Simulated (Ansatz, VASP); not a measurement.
# Cross-check of TiSn between VASP and Ansatz, part 2 of 2

One calculation is typed for both programs; each brings its own data sets. How far apart do they land? The cell is generated by rule, not measured, and may not be a known phase. The cell is taken from a series of runs on this material, whose earlier steps may have relaxed, scaled, displaced or heated it; both programs get it as it stands.

VASP 6.6.1 and Ansatz 0.2.0.

So far. Step 5 (Ansatz: single point, PBEsol, pair 2): The run ends at a pressure of 0.01 GPa, with forces up to 8.8e-4 eV/Å.

### Step 6. VASP: single point, PBEsol, pair 2

Level of this step: PBEsol; plane waves and PAW (Ti_sv, Sn_d); invented cell (VASP).

The same cell, functional, mesh and smearing now go to VASP, with its own data sets.

INCAR reads:

```
SYSTEM = TiSn
PREC = Accurate
ENCUT = 500
EDIFF = 1E-06
NELM = 120
ISMEAR = 0
SIGMA = 0.01
LREAL = .FALSE.
ALGO = Normal
GGA = PS
NBANDS = 64
LASPH = .TRUE.
LORBIT = 11
LWAVE = .FALSE.
LCHARG = .FALSE.
ISIF = 2
GGA_COMPAT = .FALSE.
EFERMI = MIDGAP
KPAR = 2
```

POSCAR reads:

```
TiSn
1.0
    0.0000000000     -3.1114707669     -3.1114707669
    6.2229415338      3.1114707669     -3.1114707669
    3.1114707669     -6.2229415338      3.1114707669
Ti Sn
4 4
Direct
    0.7500000000      0.7500000000      0.5000000000
    0.5000000000      0.5000000000      0.0000000000
    0.2500000000      0.2500000000      0.5000000000
    0.0000000000      0.0000000000      0.0000000000
    0.1875000000      0.9375000000      0.6250000000
    0.9375000000      0.6875000000      0.1250000000
    0.6875000000      0.4375000000      0.6250000000
    0.4375000000      0.1875000000      0.1250000000
```

KPOINTS reads:

```
Automatic mesh
0
Gamma
8 4 8
0 0 0
```

PAW data sets: Ti_sv and Sn_d (PBE family, release 64).

Command:

```bash
> mpirun -np 2 vasp_std
```

Numbers of over 12 decimals in the logs are rounded to 6 here.

The program printed:

```text
[banner, memory and clock lines left out]
running    2 mpi-ranks, on    1 nodes
[...]
[... a notice as in an earlier step ...]

 LDA part: xc-table for (Slater+PW92), standard interpolation
 POSCAR, INCAR and KPOINTS ok, starting setup
[...]
entering main loop
       N       E                     dE             d eps       ncg     rms          rms(c)
DAV:   1     0.131855270268E+04    0.13186E+04   -0.50374E+04 10224   0.212E+03
DAV:   2     0.168631462544E+03   -0.11499E+04   -0.11308E+04  9984   0.651E+02
DAV:   3    -0.294633774565E+02   -0.19809E+03   -0.19196E+03 12800   0.230E+02
DAV:   4    -0.518004992591E+02   -0.22337E+02   -0.22053E+02 14304   0.670E+01
[...]
DAV:  12    -0.437857297856E+02    0.45326E-03   -0.36092E-03 13352   0.225E-01    0.194E-02
DAV:  13    -0.437857485408E+02   -0.18755E-04   -0.22089E-04 15792   0.559E-02    0.156E-02
DAV:  14    -0.437857484210E+02    0.11982E-06   -0.60607E-06 10168   0.127E-02
   1 F= -.43785748E+02 E0= -.43785748E+02  d E =-.277159E-46
```

OUTCAR, selected parts (step 6):

```text
  Total       -0.0582804     -0.0439860     -0.0439860     -0.0008557      0.0037791      0.0008554
  in kB       -0.3874769     -0.2924404     -0.2924404     -0.0056894      0.0251252      0.0056874
  external PRESSURE =      -0.3241192 kB  Pullay stress =       0.0000000 kB

 POSITION                                       TOTAL-FORCE (eV/Angst)
 -----------------------------------------------------------------------------------
      6.22294     -3.11147     -3.11147         0.000222      0.000602     -0.000602
      3.11147      0.00000     -3.11147         0.000222      0.000602     -0.000602
      3.11147     -3.11147      0.00000         0.000222      0.000602     -0.000602
      0.00000      0.00000      0.00000         0.000222      0.000602     -0.000602
      7.77868     -1.55574     -1.55574        -0.000222     -0.000602      0.000602
      4.66721     -1.55574     -4.66721        -0.000222     -0.000602      0.000602
      4.66721     -4.66721     -1.55574        -0.000222     -0.000602      0.000602
      1.55574     -1.55574     -1.55574        -0.000222     -0.000602      0.000602
 -----------------------------------------------------------------------------------
    total drift:                               -0.000049     -0.000080      0.000105

  FREE ENERGIE OF THE ION-ELECTRON SYSTEM (eV)
  ---------------------------------------------------
  free  energy   TOTEN  =       -43.7857484210 eV

  energy  without entropy=      -43.7857484210  energy(sigma->0) =      -43.78574842

[... 3 further parts left out ...]
[key lines of the parts left out:]
E-fermi :   4.4003
```

The run ends at a pressure of -0.03 GPa, with forces up to 8.8e-4 eV/Å.

### Step 7. Side by side

Compared:

```tsv
quantity	Ansatz	VASP	difference
pressure (GPa)	0.01	-0.03	+0.04
gap on the k mesh (eV)	0.197	0.199	-0.002
```

A gap on the mesh is an upper bound, since the band edges may lie between its points.

### Step 8. Ansatz: single point, PBEsol, pair 3

A single point takes one fixed geometry, so differences don't come from the geometry; what else differs is listed under the comparison.

The cell is taken from a series of runs on this material, whose earlier steps may have relaxed, scaled, displaced or heated it; both programs get it as it stands.

input.yaml reads:

```yaml
crystal:
  lattice:
    - [0.0, -3.1114707669, -3.1114707669]
    - [6.2229415338, 3.1114707669, -3.1114707669]
    - [3.1114707669, -6.2229415338, 3.1114707669]
  atoms:
    - { symbol: Ti, position: [0.7496064228, 0.7397551849, 0.5007871544] }
    - { symbol: Ti, position: [0.4906646857, 0.499610089, 0.0186706286] }
    - { symbol: Ti, position: [0.2503935772, 0.2602448151, 0.4992128456] }
    - { symbol: Ti, position: [0.0093353143, 0.000389911, -0.0186706286] }
    - { symbol: Sn, position: [0.1970304198, 0.9381277662, 0.6059391604] }
    - { symbol: Sn, position: [0.9374620035, 0.6976726243, 0.1250759931] }
    - { symbol: Sn, position: [0.6779695802, 0.4368722338, 0.6440608396] }
    - { symbol: Sn, position: [0.4375379965, 0.1773273757, 0.1249240069] }
kpoints:
  mp_grid: { grid: [8, 4, 8] }
hamiltonian:
  xc: pbesol
scf:
  occupations: { method: gaussian, width: 0.01 }
output:
  forces: true
  stress: true
  eigenvalues: true
```

Command:

```bash
> ansatz run input.yaml --threads 4 --pin off --max-ram 7168MiB --backend cpu --events-out ev --progress --plain --runs-dir out
```

The program printed:

```text
[...]
Crystal: 8 atoms, lattice volume = 240.983 Å³
Basis set: ecut = 420 eV, 4757 PW (Γ), exchange–correlation on 60×108×108 points (8 copies of the dense FFT grid, shifted against one another)
Bands: 63, of which v1, the nominal top of the filled ones, is band 52 counted from 1 (51 counted from 0)
Symmetry: 2 space group operations
[...]
k-point 0: bands = [... 48 lower, 6.4406, 6.4524, 6.6558, 6.6745, 7.5602, 7.6323, 7.8559, 7.8694, ... 6 higher]
  k-point 1: bands = [... 48 lower, 6.4403, 6.4536, 6.5773, 6.7679, 7.4327, 7.7429, 7.8484, 7.8624, ... 6 higher]
  k-point 2: bands = [... 48 lower, 6.4474, 6.5125, 6.6259, 6.8709, 7.2936, 7.8221, 7.8314, 7.8562, ... 6 higher]
  k-point 77: bands = [... 48 lower, 6.6037, 6.6389, 6.8180, 6.8883, 7.2408, 7.3990, 7.8453, 7.9237, ... 6 higher]
[key lines of the parts left out:]
SCF converged after 7 iterations
Free energy (F): -33688.123586 eV
Fermi energy:    7.095586 eV
P = ⅓ Tr σ = -0.2725 GPa (-2.725 kbar)
```

The run ends at a pressure of -0.27 GPa, with forces up to 0.18 eV/Å.

### Step 9. VASP: single point, PBEsol, pair 3

The same cell, functional, mesh and smearing now go to VASP, with its own data sets.

INCAR is that of step 6.

POSCAR reads:

```
TiSn
1.0
    0.0000000000     -3.1114707669     -3.1114707669
    6.2229415338      3.1114707669     -3.1114707669
    3.1114707669     -6.2229415338      3.1114707669
Ti Sn
4 4
Direct
    0.7496064228      0.7397551849      0.5007871544
    0.4906646857      0.4996100890      0.0186706286
    0.2503935772      0.2602448151      0.4992128456
    0.0093353143      0.0003899110      0.9813293714
    0.1970304198      0.9381277662      0.6059391604
    0.9374620034      0.6976726243      0.1250759931
    0.6779695802      0.4368722338      0.6440608396
    0.4375379966      0.1773273757      0.1249240069
```

KPOINTS is that of step 6.

Command:

```bash
> mpirun -np 2 vasp_std
```

The program printed:

```text
[... set-up lines as in an earlier step ...]
 entering main loop
       N       E                     dE             d eps       ncg     rms          rms(c)
DAV:   1     0.131992966920E+04    0.13199E+04   -0.49860E+04 10208   0.212E+03
DAV:   2     0.170552869210E+03   -0.11494E+04   -0.11303E+04  9984   0.653E+02
DAV:   3    -0.285566771500E+02   -0.19911E+03   -0.19314E+03 12688   0.231E+02
DAV:   4    -0.517882040098E+02   -0.23232E+02   -0.22927E+02 14568   0.682E+01
[...]
DAV:  15    -0.438258704290E+02   -0.94910E-05   -0.61911E-04 14744   0.118E-01    0.355E-02
DAV:  16    -0.438258696503E+02    0.77867E-06   -0.80697E-05 14488   0.410E-02    0.130E-02
DAV:  17    -0.438258705602E+02   -0.90993E-06   -0.59686E-06 11240   0.169E-02
   1 F= -.43825871E+02 E0= -.43825871E+02  d E =-.209034E-31
```

OUTCAR, selected parts (step 9):

```text
  Total       -0.5268182     -0.4518548     -0.4518548     -0.0757154     -0.0730859      0.0757151
  in kB       -3.5025487     -3.0041550     -3.0041550     -0.5033932     -0.4859115      0.5033915
  external PRESSURE =      -3.1702862 kB  Pullay stress =       0.0000000 kB

 POSITION                                       TOTAL-FORCE (eV/Angst)
 -----------------------------------------------------------------------------------
      6.16164     -3.14702     -3.07592        -0.021160      0.003721     -0.003721
      3.16714     -0.08835     -3.02312         0.051106     -0.050305      0.050305
      3.17277     -3.07592     -0.03555         0.030683      0.028277     -0.028277
      3.05580     -6.13459      3.02312        -0.002028      0.023052     -0.023052
      7.72328     -1.46482     -1.64665        -0.088584      0.111102     -0.111102
      4.73075     -1.52444     -4.69850         0.065637      0.022137     -0.022137
      4.72261     -4.75812     -1.46482         0.033189     -0.090933      0.090933
      1.49220     -1.58703     -1.52444        -0.068842     -0.047050      0.047050
 -----------------------------------------------------------------------------------
    total drift:                                0.000122     -0.000202      0.000204

  FREE ENERGIE OF THE ION-ELECTRON SYSTEM (eV)
  ---------------------------------------------------
  free  energy   TOTEN  =       -43.8258705602 eV

  energy  without entropy=      -43.8258705602  energy(sigma->0) =      -43.82587056

[... 2 parts as in an earlier step ...]

[... 1 further part left out ...]
[key lines of the parts left out:]
E-fermi :   4.4162
```

The run ends at a pressure of -0.32 GPa, with forces up to 0.18 eV/Å.

### Step 10. Differences

The two programs side by side:

```tsv
quantity	Ansatz	VASP	difference
pressure (GPa)	-0.27	-0.32	+0.04
gap on the k mesh (eV)	0.158	0.159	-0.001
```

Forces (eV/Å; atoms numbered as in POSCAR):

```tsv
atom	Ansatz x, y, z	VASP x, y, z
Ti1	-0.022, 0.003, -0.003	-0.021, 0.004, -0.004
Ti2	0.052, -0.052, 0.052	0.051, -0.050, 0.050
Ti3	0.031, 0.029, -0.029	0.031, 0.028, -0.028
Ti4	-0.003, 0.024, -0.024	-0.002, 0.023, -0.023
Sn5	-0.088, 0.111, -0.111	-0.089, 0.111, -0.111
Sn6	0.066, 0.022, -0.022	0.066, 0.022, -0.022
Sn7	0.033, -0.090, 0.090	0.033, -0.091, 0.091
Sn8	-0.069, -0.047, 0.047	-0.069, -0.047, 0.047
```

The forces differ by 0.7 meV/Å r.m.s., which is 1.3 % of the r.m.s. force of 0.056 eV/Å (both taken over all components). A gap on the mesh is an upper bound, since the band edges may lie between its points.

### Step 11. Summary of results

* r.m.s. force difference (single point, PBEsol, pair 1): 0.95 meV/Å
* difference in gap on the k mesh (single point, PBEsol, pair 2): -0.0016 eV
* r.m.s. force difference (single point, PBEsol, pair 3): 0.71 meV/Å

In words: The r.m.s. force difference is 0.95 meV/Å (single point, PBEsol, pair 1), within the 12 meV/Å picked in this series as the mark of a large difference. 2 further pairs of this series are not shown here. How closely two codes agree says nothing of how well the functional describes the real material.

[Lines on the potential files, build, host, timing and source positions are cut from VASP's logs without a mark.]

[Logs are printed without paths, hosts, clocks, repeated set-up lines and the standing remarks that a program may print on its own settings, such as how far it seeks lower states.]

[Hosts, paths, dates, database ids (printed as entryN), source tags and the programs' standing remarks are cut or masked in the printed files.]
